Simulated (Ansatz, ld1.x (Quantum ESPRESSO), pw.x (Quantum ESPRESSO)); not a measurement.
## magnesium (bcc): variants of one TM potential in the solid

| Item | Value |
| --- | --- |
| Element | Mg (Z = 12) |
| Generator | ld1.x (Quantum ESPRESSO) 7.5 |
| Type | norm-conserving Troullier–Martins (Kleinman–Bylander form) |
| Functional | PBE |
| Relativity | scalar-relativistic |
| Frozen core | [Ne] |
| Valence charge | 2 |
| Reference configuration | 3s1.5 3p0.5 |
| Partial waves | 3s (bound): rc 2.65 bohr; 3p (bound): rc 3.20 bohr; 3d channel at 0.3 Ry: rc 3.05 bohr |
| Local potential | all-electron potential smoothed inside 2.90 bohr (lloc = -1) |
| Core correction | a·sin(br)/r model core inside 1.65 bohr |

Crystal test: bcc Mg in pw.x 7.5, no spin, 13³ k-points, Fermi–Dirac smearing 0.01 Ry, cutoffs set for each file from its atomic test. The reference is all-electron LAPW (Ansatz 0.2.0) with the same functional, mesh and smearing; V0 and B0 come from Birch–Murnaghan fits to the pressures at five volumes. Errors are pseudo minus all-electron; Δ is the rms difference of the E(V) curves that follow from these fits, minima aligned, over ±6 % about the mean V0. Mesh and smearing are coarse, so the numbers serve the comparison and aren't converged zero-temperature values; the lattice is a test structure that the element need not adopt.

All-electron: a0 = 3.583 Å (V0 = 22.99 Å³/atom), B0 = 34.7 GPa.

Base: The largest radius (3.20 bohr) exceeds half the bond length (2.93 bohr), so the spheres overlap, which is one possible source of error among others.

| change | cutoffs (Ry) | pw.x | a0 (Å) | a0 error (%) | B0 error (%) | Δ (meV/atom) | mean pressure error (GPa) |
| --- | --- | --- | --- | --- | --- | --- | --- |
| base | 50/200 | converged | 3.571 | -0.31 | -0.4 | 1.6 | -0.33 |
| local potential all-electron potential smoothed inside 1.54 bohr (lloc = -1) | 50/200 | converged | 3.567 | -0.42 | -0.1 | 2.2 | -0.44 |
| local potential all-electron potential smoothed inside 2.10 bohr (lloc = -1) | 50/200 | converged | 3.571 | -0.33 | -0.3 | 1.8 | -0.35 |
| local potential all-electron potential smoothed inside 2.34 bohr (lloc = -1) | 50/200 | converged | 3.571 | -0.33 | -0.4 | 1.7 | -0.35 |
| local potential all-electron potential smoothed inside 2.94 bohr (lloc = -1) | 50/200 | converged | 3.572 | -0.31 | -0.4 | 1.6 | -0.32 |
| local potential all-electron potential smoothed inside 3.54 bohr (lloc = -1) | 50/200 | converged | 3.576 | -0.18 | -0.9 | 0.9 | -0.19 |
